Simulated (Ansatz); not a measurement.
**Mg3Sb2: the cell at several levels of theory**

One table from this session's results is given with a row withheld; the runs are named, their logs left out.

Program: Ansatz 0.2.0. PAW datasets, plane waves, zero pressure. Spin-unpolarised throughout; all numbers are computed.

**The structure to begin with**

Space group P-3m1 (No. 164), trigonal; conventional cell a = 4.582 Å, c = 7.244 Å, 26.34 Å³ an atom. Near Mg stand 4 Sb at 2.82–2.86 Å; near Mg stand 6 Sb at 3.15 Å; near Sb stand 7 Mg at 2.82–3.15 Å.

Structure file:

```
Mg Sb
1.0
     4.58200    0.00000    0.00000
    -2.29100    3.96813    0.00000
     0.00000    0.00000    7.24400
Mg Sb
3 2
Direct
  0.33333 0.66667 0.63000
  0.66667 0.33333 0.37000
  0.00000 0.00000 0.00000
  0.33333 0.66667 0.23500
  0.66667 0.33333 0.76500
```

The first run:

input.yaml

```yaml
crystal:
  lattice:
    - [4.582, 0.0, 0.0]
    - [-2.291, 3.9681284001, 0.0]
    - [0.0, 0.0, 7.244]
  atoms:
    - { symbol: Mg, position: [0.3333333333, 0.6666666667, 0.63] }
    - { symbol: Mg, position: [0.6666666667, 0.3333333333, 0.37] }
    - { symbol: Mg, position: [0.0, 0.0, 0.0] }
    - { symbol: Sb, position: [0.3333333333, 0.6666666667, 0.235] }
    - { symbol: Sb, position: [0.6666666667, 0.3333333333, 0.765] }
kpoints:
  mp_grid: { grid: [6, 6, 4] }
hamiltonian:
  xc: pbe
scf:
  occupations: { method: fermi_dirac, width: 0.02 }
relax:
  f_tol: 0.005
  cell: {}
```

Command:

```console
$ ansatz run input.yaml --threads 2 --pin off --max-ram 18432MiB --backend cpu --events-out ev --progress --plain --runs-dir out
```

Among the steps run: PBE: cell and atoms; Relaxation with r2SCAN; Relaxing with PBEsol; LDA: cell and atoms.

One table of the session follows, with a row left open; its other results are not shown here.

It belongs to the step «The cells side by side». 

| level | a (Å) | c (Å) | volume (Å³/atom) |
| --- | --- | --- | --- |
| PBE | ? | ? | ? |
| r2SCAN | 4.570 | 7.240 | 26.186 |
| PBEsol | 4.554 | 7.171 | 25.762 |
| LDA | 4.502 | 7.107 | 24.949 |

Q: Estimate the row for PBE from the others.

As computed: a (Å): 4.598; c (Å): 7.263; volume (Å³/atom): 26.599. In the column «a (Å)» it is the highest.
